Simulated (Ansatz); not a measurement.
# AlP: Wannier functions and tight-binding models

Where do the localised orbitals of AlP sit, how far are they spread, and how do the settings change that? The runs, in order: PBE, anion s p, 6×6×6; PBE, anion s p, 4×4×4; PBE, anion s p, 8×8×8; PBE, anion p, 6×6×6; PBE, all s p, disentangled, 6×6×6; PBE, cation s and anion p, disentangled, 6×6×6; r2SCAN, anion s p, 6×6×6; r2SCAN, cation s and anion p, disentangled, 6×6×6; r2SCAN, anion p, 6×6×6; HSE06, anion s p, 6×6×6; HSE06, anion p, 6×6×6 (level, trial orbitals, Wannier mesh).

The COD entry's cell or inner coordinates are ideal or old and differ from later refinements, so a difference from it is no clean test against experiment.

Computed with Ansatz 0.2.0 (plane waves, PAW, unless a step's input says otherwise).

1 further run of the same task is left out (it didn't finish). Runs told in other sessions of the task aren't counted.

## 1. Starting point

It takes space group F-43m (No. 216, cubic). The conventional cell has a = 5.479 Å, b = 5.479 Å, c = 5.479 Å, α = 90.00°, β = 90.00°, γ = 90.00°. Al (site symmetry -43m) is surrounded by 4 P at 2.37 Å. Around P (site symmetry -43m) lie 4 Al at 2.37 Å.

Coordinates:

```
CELL_PARAMETERS angstrom
0.00000 2.73926 2.73926
2.73926 0.00000 2.73926
2.73926 2.73926 0.00000
ATOMIC_POSITIONS crystal
Al 0.00000 0.00000 0.00000
P 0.25000 0.25000 0.25000
```

The cell was relaxed beforehand with r2SCAN; those runs aren't shown.

## 2. PBE, anion s p, 6×6×6

Input file input.yaml:

```yaml
crystal:
  lattice:
    - [0.0, 2.7392607946, 2.7392607946]
    - [2.7392607946, 0.0, 2.7392607946]
    - [2.7392607946, 2.7392607946, 0.0]
  atoms:
    - { symbol: Al, position: [0.0, 0.0, 0.0] }
    - { symbol: P, position: [0.25, 0.25, 0.25] }
kpoints:
  mp_grid: { grid: [6, 6, 6] }
  band_path:
    path:
      - [[0.0, 0.0, 0.0], [-0.5, -0.5, -1.171879795844e-33], [-0.375, -0.375, 0.25]]
      - [[-0.375, 2.113361956387e-17, 0.375], [0.0, 0.0, 0.0], [-2.044936483295e-18, -2.044936483295e-18, 0.5], [-0.5, -0.25, 0.25], [-0.5, -0.5, -1.171879795844e-33]]
    npoints: 10
hamiltonian:
  xc: pbe
scf:
  occupations: { method: fixed }
  n_extra_bands: 6
output:
  forces: false
  stress: false
  eigenvalues: true
  wannier:
    kmesh: [6, 6, 6]
    projections: [{ species: P, l: s, shell: 3 }, { species: P, l: p, shell: 3 }]
    minimise: true
    write_hr: true
    conv_tol: 1.0e-08
    max_iter: 3000
```

Started as:

```bash
ansatz run input.yaml --threads 4 --pin off --max-ram 3686MiB --backend cpu --events-out ev --progress --plain --runs-dir out
```

Standard output:

```text
Warning: RAYON_NUM_THREADS=4 ignored (pool sized by the plan → 4); use --threads N
scf.n_extra_bands = 6 over 4 filled bands (N_el = 8.0): the run solves 10 bands
Engine: ansatz 0.2.0, aarch64-unknown-linux-gnu
Pseudopotentials: kind: paw
Pseudopotential: Al, paw, valence charge 3, recommended cutoff 420 eV (normal), Al.paw.azcp
Pseudopotential: P, paw, valence charge 5, recommended cutoff 420 eV (normal), P.paw.azcp
Functional definition: PBE
  parameter kappa = 0.804
  parameter beta = 0.06672455060314922
  exchange = pbe_x(kappa = kappa, mu = beta*pi^2/3)
  correlation = pbe_c(beta = beta)
Crystal: 2 atoms, lattice volume = 41.108 Å³
Basis set: ecut = 420 eV, 821 PW (Γ)
Bands: 10, of which v1, the nominal top of the filled ones, is band 4 counted from 1 (3 counted from 0)
Symmetry: 24 space group operations
Space group: F-43m (ITA 216), of the structure as read, at distance tolerance 3.5e-5 Å
k-points: 16 of 216 (time reversal used)
Non-local potential: Al, projectors of the file, l = 0: 2, l = 1: 2, l = 2: 1
Non-local potential: P, projectors of the file, l = 0: 2, l = 1: 2, l = 2: 2
PAW form: soft (Blöchl's): semilocal exchange-correlation on the pseudo side does not see the compensation charge
PAW one-centre angular grid: Al, 110 points (default); XC on 64 Gauss nodes
PAW one-centre angular grid: P, 110 points (default); XC on 64 Gauss nodes
Initial density: superposition of atomic densities (neutral atoms: chi_scale 0, normalization atom), corrected by the library's trained network
Initial wavefunctions: pseudopotential atomic-orbital guess
Functional: x = pbe(κ = 0.804, μ = 0.2195149727645171), c = pbe(β = 0.06672455060314922)
SCF iter   1: F=—  HF=-1294.433177 eV  |F-HF|=—  |Δ(HF+E_count)|=         —  Δρ=1.07e-3  dr2=7.56e-4  ethr=1.77e-3  ⟨swp⟩=5.4  Hψ=1034  notcnv=0  defer=60
preconditioner: auto → none  [insulator: Δε(μ)=1.586 eV  Ē_g=11.443 eV  n_scr=8 (ndim 8)  ℏωp=16.4 eV  f_vac=0.000  ε∞_Penn≈3.0]
SCF iter   2: F=—  HF=-1294.432941 eV  |F-HF|=—  |Δ(HF+E_count)|=   2.36e-4  Δρ=3.43e-4  dr2=3.75e-5  ethr=9.46e-6  ⟨swp⟩=2.8  Hψ=387  notcnv=0  defer=63
SCF iter   3: F=—  HF=-1294.432992 eV  |F-HF|=—  |Δ(HF+E_count)|=   5.09e-5  Δρ=1.38e-4  dr2=4.63e-6  ethr=4.69e-7  ⟨swp⟩=2.1  Hψ=192  notcnv=0  defer=60
SCF iter   4: F=—  HF=-1294.433000 eV  |F-HF|=—  |Δ(HF+E_count)|=   8.27e-6  Δρ=2.79e-5  dr2=5.26e-7  ethr=5.79e-8  ⟨swp⟩=2.1  Hψ=196  notcnv=0  defer=62
iter 5 did not close the SCF: its close was put off for the readings that it lacked (scf_convergence_deferred on its scf_iter line)
SCF iter   5: F=-1294.433000 eV  HF=-1294.433000 eV  |F-HF|=1.20e-9  |Δ(HF+E_count)|=   2.05e-7  Δρ=1.81e-6  dr2=1.18e-9  ethr=6.58e-9  ⟨swp⟩=2.5  Hψ=191  notcnv=0  defer=61
SCF iter   6: F=-1294.433000 eV  HF=-1294.433000 eV  |F-HF|=4.29e-10  |Δ(HF+E_count)|=  9.86e-10  Δρ=1.23e-6  dr2=8.91e-10  ethr=1.47e-11  ⟨swp⟩=7.0  Hψ=1223  notcnv=0
SCF 1 converged in 6 iterations: F = -1294.433000 eV  dr2 = 8.91e-10
NSCF: frozen V_eff on 62 k-points
NSCF: frozen V_eff on 19 k-points
the Wannier pass solved 19 of the 216 points of its mesh, and has the states at the others by symmetry: states obtained by the crystal's operations at points that were solved too leave a residual of 1.97e-13 eV (read by the count's bands and the next), within 6.67e-6 eV
SCF converged after 6 iterations
Free energy (F): -1294.433000 eV
Harris-Foulkes:  -1294.433000 eV  (|F-HF|=4.29e-10)
Internal energy: -1294.433000 eV  (E = F + TS)
E sigma→0 (E₀):  -1294.433000 eV
Fermi energy:    4.951919 eV
--- Per-component energies (eV) ---
  E_band       = 4.290588
  E_kinetic    = 93.661364
  E_local      = -83.009665  (includes V_loc(G=0)·N_el)
  E_nonlocal   = 44.566966
  E_hartree    = 25.202261
  E_xc         = -101.480058
  E_vxc        = -89.983394  (∫ρ·V_xc dr)
  E_paw        = -1036.893921  (= ΣΔE_a)
  E_vpaw       = -11.349055  (= ΣTr[D̂ρ^β])
  E_aug_tail   = 0.000001  (compensation charges beyond the density's cutoff)
  E_ewald      = -236.479949
  E_smearing   = -0.000000  (= −TS)
  E_closure    = -0.000000  (closes the sum)
  Σ components = -1294.433000   (vs F -1294.433000, Δ=0.00e0)
--- Band table (eV; the first three rows and the last of 16) ---
  k-point 0: bands = ["-6.4904", "4.9519", "4.9519", "4.9519", "8.1721", "9.4982", "9.4982", "9.4982", "13.7301", "13.7301"]
  k-point 1: bands = ["-6.1911", "3.0902", "4.7124", "4.7124", "8.5321", "9.9274", "9.9274", "10.5588", "13.1062", "13.1062"]
  k-point 2: bands = ["-5.4130", "0.6484", "4.3446", "4.3446", "7.9681", "9.9851", "9.9851", "12.8307", "14.0246", "14.0246"]
  k-point 15: bands = ["-4.1487", "-0.0576", "2.0804", "2.3210", "8.2700", "9.2472", "12.5580", "12.8990", "16.1080", "16.7828"]
Wannier search: line search 1 of at most 3000: gauge-dependent spread (as the search counts it) 3.1290237 Å², largest recent change 2.5e-1 Å² and fall left 6.4e-4 Å² against conv_tol 1.0e-8 Å², 0 stops escaped
```

Run time: 0.74 s. Hardware: 4 threads of Arm Neoverse V2, shared host; peak memory 0.26 GiB.

wannier.win names the bands that the functions span: 1-4 (counted from 1; 4 are filled).

The head of wannier.spreads.toml:

```toml
omega_i_ang2 = 6.108039577697468
omega_d_ang2 = 0.00250849755200965
omega_od_ang2 = 0.6786940574515484
omega_total_ang2 = 6.789242132701027
least_projectability = 0.8497043333170664
b_vectors_match_mmn = true
n_iter = 24
converged = true
rejected_fitted_steps = 0
```

The functions (centres in Å, on-site energies from the top of the filled bands):

```csv
n,x,y,z,spread (Å²),on-site (eV),nearest atoms,distance (Å)
1,0.899,1.840,1.840,1.697,-4.416,P2,0.81
2,1.840,0.899,1.840,1.697,-4.416,P2,0.81
3,0.899,0.899,0.899,1.697,-4.416,P2,0.81
4,1.840,1.840,0.899,1.697,-4.416,P2,0.81
```

The largest hoppings ⟨m, 0|H|n, R⟩, one of each Hermitian pair (signs follow the phases of the functions):

| m | n | R | distance (Å) | t (eV) |
| --- | --- | --- | --- | --- |
| 3 | 4 | 0 0 0 | 1.33 | -1.754 |
| 1 | 3 | 0 0 0 | 1.33 | -1.754 |
| 2 | 3 | 0 0 0 | 1.33 | -1.754 |
| 1 | 4 | 0 0 0 | 1.33 | -1.754 |
| 2 | 4 | 0 0 0 | 1.33 | -1.754 |
| 1 | 2 | 0 0 0 | 1.33 | -1.754 |
| 2 | 4 | 0 1 -1 | 2.54 | -0.757 |
| 1 | 4 | 1 0 -1 | 2.54 | -0.757 |

Interpolated bands at the corners of the path, eV from the top of the filled bands:

| point | e1 | e2 | e3 | e4 |
| --- | --- | --- | --- | --- |
| Γ | -11.44 | 0.00 | 0.00 | 0.00 |
| X | -9.14 | -5.27 | -2.08 | -2.08 |
| U | -9.17 | -4.99 | -3.38 | -1.72 |
| K | -9.17 | -4.99 | -3.38 | -1.72 |
| Γ | -11.44 | 0.00 | 0.00 | 0.00 |
| L | -9.79 | -5.48 | -0.76 | -0.76 |
| W | -9.09 | -4.88 | -3.17 | -2.81 |
| X | -9.14 | -5.27 | -2.08 | -2.08 |

Along the path each interpolated band stays within 0.01, 0.07, 0.05, 0.03 eV of the nearest computed level, from the lowest band up.

## 3. PBE, anion s p, 4×4×4

Edit input.yaml of step 2 so:

```diff
@@ -25,3 +25,3 @@
   wannier:
-    kmesh: [6, 6, 6]
+    kmesh: [4, 4, 4]
     projections: [{ species: P, l: s, shell: 3 }, { species: P, l: p, shell: 3 }]
```

Started as:

```bash
ansatz run input.yaml --threads 4 --pin off --max-ram 3686MiB --backend cpu --events-out ev --progress --plain --runs-dir out
```

Standard output (excerpt; [...] marks lines left out):

```text
Warning: RAYON_NUM_THREADS=4 ignored (pool sized by the plan → 4); use --threads N
scf.n_extra_bands = 6 over 4 filled bands (N_el = 8.0): the run solves 10 bands
[...]
[... 4 set-up lines as earlier in the session ...]
[...]
Crystal: 2 atoms, lattice volume = 41.108 Å³
[...]
SCF converged after 6 iterations
Free energy (F): -1294.433000 eV
[...]
E sigma→0 (E₀):  -1294.433000 eV
Fermi energy:    4.951919 eV
[...]
--- Band table (eV; the first three rows and the last of 16) ---
  k-point 0: bands = ["-6.4904", "4.9519", "4.9519", "4.9519", "8.1721", "9.4982", "9.4982", "9.4982", "13.7301", "13.7301"]
[...]
Wannier search: line search 1 of at most 3000: gauge-dependent spread (as the search counts it) 2.9683679 Å², largest recent change 1.5e-1 Å² and fall left 6.7e-4 Å² against conv_tol 1.0e-8 Å², 0 stops escaped
```

Wall time 0.61 s (4 threads of Arm Neoverse V2, shared host); peak memory 0.26 GiB.

wannier.win names the bands that the functions span: 1-4 (counted from 1; 4 are filled).

The head of wannier.spreads.toml:

```toml
omega_i_ang2 = 5.313803818984866
omega_d_ang2 = 0.0024062560452487074
omega_od_ang2 = 0.6904282551173344
omega_total_ang2 = 6.006638330147449
least_projectability = 0.8673820011019591
b_vectors_match_mmn = true
n_iter = 22
converged = true
rejected_fitted_steps = 1
```

The functions (centres in Å, on-site energies from the top of the filled bands):

| n | x | y | z | spread (Å²) | on-site (eV) | nearest atoms | distance (Å) |
| --- | --- | --- | --- | --- | --- | --- | --- |
| 1 | 0.895 | 1.844 | 1.844 | 1.502 | -4.405 | P2 | 0.82 |
| 2 | 1.844 | 1.844 | 0.895 | 1.502 | -4.405 | P2 | 0.82 |
| 3 | 0.895 | 0.895 | 0.895 | 1.502 | -4.405 | P2 | 0.82 |
| 4 | 1.844 | 0.895 | 1.844 | 1.502 | -4.405 | P2 | 0.82 |

Along the path each interpolated band stays within 0.05, 0.20, 0.21, 0.10 eV of the nearest computed level, from the lowest band up.

## 4. PBE, anion s p, 8×8×8

Edit input.yaml of step 3 so:

```diff
@@ -25,3 +25,3 @@
   wannier:
-    kmesh: [4, 4, 4]
+    kmesh: [8, 8, 8]
     projections: [{ species: P, l: s, shell: 3 }, { species: P, l: p, shell: 3 }]
```

Started as:

```bash
ansatz run input.yaml --threads 4 --pin off --max-ram 3686MiB --backend cpu --events-out ev --progress --plain --runs-dir out
```

Standard output (excerpt; [...] marks lines left out):

```text
Warning: RAYON_NUM_THREADS=4 ignored (pool sized by the plan → 4); use --threads N
scf.n_extra_bands = 6 over 4 filled bands (N_el = 8.0): the run solves 10 bands
[...]
[... 4 set-up lines as earlier in the session ...]
[...]
Crystal: 2 atoms, lattice volume = 41.108 Å³
[...]
SCF converged after 6 iterations
Free energy (F): -1294.433000 eV
[...]
E sigma→0 (E₀):  -1294.433000 eV
Fermi energy:    4.951919 eV
[...]
--- Band table (eV; the first three rows and the last of 16) ---
  k-point 0: bands = ["-6.4904", "4.9519", "4.9519", "4.9519", "8.1721", "9.4982", "9.4982", "9.4982", "13.7301", "13.7301"]
[...]
Wannier search: line search 1 of at most 3000: gauge-dependent spread (as the search counts it) 3.1706890 Å², largest recent change 3.1e-1 Å² and fall left 3.9e-4 Å² against conv_tol 1.0e-8 Å², 0 stops escaped
```

Wall time 0.94 s (4 threads of Arm Neoverse V2, shared host); peak memory 0.28 GiB.

wannier.win names the bands that the functions span: 1-4 (counted from 1; 4 are filled).

The head of wannier.spreads.toml:

```toml
omega_i_ang2 = 6.468913580852927
omega_d_ang2 = 0.0026446412729785812
omega_od_ang2 = 0.6508527441164025
omega_total_ang2 = 7.122410966242308
least_projectability = 0.8499474869652761
b_vectors_match_mmn = true
n_iter = 24
converged = true
rejected_fitted_steps = 0
```

The functions (centres in Å, on-site energies from the top of the filled bands):

```
n      x      y      z  spread (Å²)  on-site (eV)  nearest atoms  distance (Å)
1  1.838  0.901  1.838        1.781        -4.417             P2          0.81
2  1.838  1.838  0.901        1.781        -4.417             P2          0.81
3  0.901  0.901  0.901        1.781        -4.417             P2          0.81
4  0.901  1.838  1.838        1.781        -4.417             P2          0.81
```

Along the path each interpolated band stays within 0.00, 0.02, 0.01, 0.01 eV of the nearest computed level, from the lowest band up.

## 5. PBE, anion p, 6×6×6

Edit input.yaml of step 4 so:

```diff
@@ -25,4 +25,4 @@
   wannier:
-    kmesh: [8, 8, 8]
-    projections: [{ species: P, l: s, shell: 3 }, { species: P, l: p, shell: 3 }]
+    kmesh: [6, 6, 6]
+    projections: [{ species: P, l: p, shell: 3 }]
     minimise: true
```

Started as:

```bash
ansatz run input.yaml --threads 4 --pin off --max-ram 3686MiB --backend cpu --events-out ev --progress --plain --runs-dir out
```

Standard output:

```text
Warning: RAYON_NUM_THREADS=4 ignored (pool sized by the plan → 4); use --threads N
scf.n_extra_bands = 6 over 4 filled bands (N_el = 8.0): the run solves 10 bands
[... 9 set-up lines as earlier in the session ...]
Crystal: 2 atoms, lattice volume = 41.108 Å³
Basis set: ecut = 420 eV, 821 PW (Γ)
Bands: 10, of which v1, the nominal top of the filled ones, is band 4 counted from 1 (3 counted from 0)
[... 2 set-up lines as earlier in the session ...]
k-points: 16 of 216 (time reversal used)
[... 8 set-up lines as earlier in the session ...]
SCF iter   1: F=—  HF=-1294.433177 eV  |F-HF|=—  |Δ(HF+E_count)|=         —  Δρ=1.07e-3  dr2=7.56e-4  ethr=1.77e-3  ⟨swp⟩=5.4  Hψ=1034  notcnv=0  defer=60
preconditioner: auto → none  [insulator: Δε(μ)=1.586 eV  Ē_g=11.443 eV  n_scr=8 (ndim 8)  ℏωp=16.4 eV  f_vac=0.000  ε∞_Penn≈3.0]
SCF iter   2: F=—  HF=-1294.432941 eV  |F-HF|=—  |Δ(HF+E_count)|=   2.36e-4  Δρ=3.43e-4  dr2=3.75e-5  ethr=9.46e-6  ⟨swp⟩=2.8  Hψ=387  notcnv=0  defer=63
SCF iter   3: F=—  HF=-1294.432992 eV  |F-HF|=—  |Δ(HF+E_count)|=   5.09e-5  Δρ=1.38e-4  dr2=4.63e-6  ethr=4.69e-7  ⟨swp⟩=2.1  Hψ=192  notcnv=0  defer=60
SCF iter   4: F=—  HF=-1294.433000 eV  |F-HF|=—  |Δ(HF+E_count)|=   8.27e-6  Δρ=2.79e-5  dr2=5.26e-7  ethr=5.79e-8  ⟨swp⟩=2.1  Hψ=196  notcnv=0  defer=62
iter 5 did not close the SCF: its close was put off for the readings that it lacked (scf_convergence_deferred on its scf_iter line)
SCF iter   5: F=-1294.433000 eV  HF=-1294.433000 eV  |F-HF|=1.20e-9  |Δ(HF+E_count)|=   2.05e-7  Δρ=1.81e-6  dr2=1.18e-9  ethr=6.58e-9  ⟨swp⟩=2.5  Hψ=191  notcnv=0  defer=61
SCF iter   6: F=-1294.433000 eV  HF=-1294.433000 eV  |F-HF|=4.29e-10  |Δ(HF+E_count)|=  9.86e-10  Δρ=1.23e-6  dr2=8.91e-10  ethr=1.47e-11  ⟨swp⟩=7.0  Hψ=1223  notcnv=0
SCF 1 converged in 6 iterations: F = -1294.433000 eV  dr2 = 8.91e-10
NSCF: frozen V_eff on 62 k-points
NSCF: frozen V_eff on 19 k-points
the Wannier pass solved 19 of the 216 points of its mesh, and has the states at the others by symmetry: states obtained by the crystal's operations at points that were solved too leave a residual of 1.97e-13 eV (read by the count's bands and the next), within 6.67e-6 eV
SCF converged after 6 iterations
Free energy (F): -1294.433000 eV
Harris-Foulkes:  -1294.433000 eV  (|F-HF|=4.29e-10)
Internal energy: -1294.433000 eV  (E = F + TS)
E sigma→0 (E₀):  -1294.433000 eV
Fermi energy:    4.951919 eV
--- Per-component energies (eV) ---
  E_band       = 4.290588
  E_kinetic    = 93.661364
  E_local      = -83.009665  (includes V_loc(G=0)·N_el)
  E_nonlocal   = 44.566966
  E_hartree    = 25.202261
  E_xc         = -101.480058
  E_vxc        = -89.983394  (∫ρ·V_xc dr)
  E_paw        = -1036.893921  (= ΣΔE_a)
  E_vpaw       = -11.349055  (= ΣTr[D̂ρ^β])
  E_aug_tail   = 0.000001  (compensation charges beyond the density's cutoff)
  E_ewald      = -236.479949
  E_smearing   = -0.000000  (= −TS)
  E_closure    = -0.000000  (closes the sum)
  Σ components = -1294.433000   (vs F -1294.433000, Δ=0.00e0)
--- Band table (eV; the first three rows and the last of 16) ---
  k-point 0: bands = ["-6.4904", "4.9519", "4.9519", "4.9519", "8.1721", "9.4982", "9.4982", "9.4982", "13.7301", "13.7301"]
  k-point 1: bands = ["-6.1911", "3.0902", "4.7124", "4.7124", "8.5321", "9.9274", "9.9274", "10.5588", "13.1062", "13.1062"]
  k-point 2: bands = ["-5.4130", "0.6484", "4.3446", "4.3446", "7.9681", "9.9851", "9.9851", "12.8307", "14.0246", "14.0246"]
  k-point 15: bands = ["-4.1487", "-0.0576", "2.0804", "2.3210", "8.2700", "9.2472", "12.5580", "12.8990", "16.1080", "16.7828"]
Wannier search: line search 1 of at most 3000: gauge-dependent spread (as the search counts it) 0.5696491 Å², largest recent change 4.3e-2 Å² and fall left 4.0e-5 Å² against conv_tol 1.0e-8 Å², 0 stops escaped
```

Run time: 0.73 s. Hardware: 4 threads of Arm Neoverse V2, shared host; peak memory 0.26 GiB.

wannier.win names the bands that the functions span: 2-4 (counted from 1; 4 are filled).

The head of wannier.spreads.toml:

```toml
omega_i_ang2 = 7.6966336323660265
omega_d_ang2 = 0.008480844744277816
omega_od_ang2 = 0.27751450387992666
omega_total_ang2 = 7.982628980990231
least_projectability = 0.6903296177638343
b_vectors_match_mmn = true
n_iter = 27
converged = true
rejected_fitted_steps = 1
```

The functions (centres in Å, on-site energies from the top of the filled bands):

```csv
n,x,y,z,spread (Å²),on-site (eV),nearest atoms,distance (Å)
1,1.141,1.252,1.252,2.661,-2.607,P2,0.28
2,1.487,1.598,1.252,2.661,-2.607,P2,0.28
3,1.487,1.252,1.598,2.661,-2.607,P2,0.28
```

The largest hoppings ⟨m, 0|H|n, R⟩, one of each Hermitian pair (signs follow the phases of the functions):

```csv
m,n,R,distance (Å),t (eV)
1,1,1 0 0,3.87,0.637
2,2,1 0 -1,3.87,0.637
3,3,1 -1 0,3.87,0.637
3,2,0 1 -1,3.38,0.516
3,1,0 1 0,3.38,-0.516
2,1,0 0 1,3.38,0.516
3,3,0 1 0,3.87,0.340
3,3,0 1 -1,3.87,0.340
2,2,0 0 1,3.87,0.340
1,1,0 0 1,3.87,0.340
2,2,0 1 -1,3.87,0.340
1,1,0 1 0,3.87,0.340
1,3,1 -1 0,3.65,0.272
1,2,1 0 -1,3.65,-0.272
```

Interpolated bands at the corners of the path, eV from the top of the filled bands:

```
point     e1     e2     e3
    Γ   0.00   0.00   0.00
    X  -5.27  -2.08  -2.08
    U  -4.98  -3.38  -1.72
    K  -4.99  -3.37  -1.72
    Γ   0.00   0.00   0.00
    L  -5.48  -0.76  -0.76
    W  -4.89  -3.17  -2.81
    X  -5.27  -2.08  -2.08
```

Along the path each interpolated band stays within 0.06, 0.05, 0.03 eV of the nearest computed level, from the lowest band up.

[end of part 1 of 3]
